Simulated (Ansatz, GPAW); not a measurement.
## BaZrO3: 3 runs at one level of theory

```
CELL_PARAMETERS angstrom
4.19134 0.00000 0.00000
0.00000 4.19134 0.00000
0.00000 0.00000 4.19134
ATOMIC_POSITIONS crystal
Ba 0.00000 0.00000 0.00000
Zr 0.50000 0.50000 0.50000
O 0.50000 0.50000 0.00000
O 0.50000 0.00000 0.50000
O 0.00000 0.50000 0.50000
```

Alike in all runs: task band structure; functional PBE; k mesh 6 × 6 × 6; occupations fermi-dirac, width 0.05 eV; no spin polarisation; no spin-orbit coupling. Pressure is positive in compression and, in plane waves, holds the error of the finite cutoff, which Ansatz's Pulay term estimates and takes out. Gaps are the smaller of the mesh's and the band path's.

| program and potentials | plane-wave cutoff (eV) | notes | band gap (eV) | pressure (GPa) |
| --- | --- | --- | --- | --- |
| Ansatz, Ansatz PAW | 420 | - | ? | ? |
| GPAW, GPAW PAW data sets (gpaw-data 1.2.1) | 800 | - | 3.20 | 3.71 |
| Ansatz, all-electron LAPW, scalar-relativistic | - | - | 3.24 | 4.03 |

Problem. Estimate from the other rows what the run with Ansatz, Ansatz PAW gave.

Solution. Band gap 3.24 eV; pressure 4.05 GPa. Its pressure holds a Pulay term of +0.50 GPa. The other rows, which needn't bracket it: band gap 3.20 to 3.24; pressure 3.71 to 4.03.
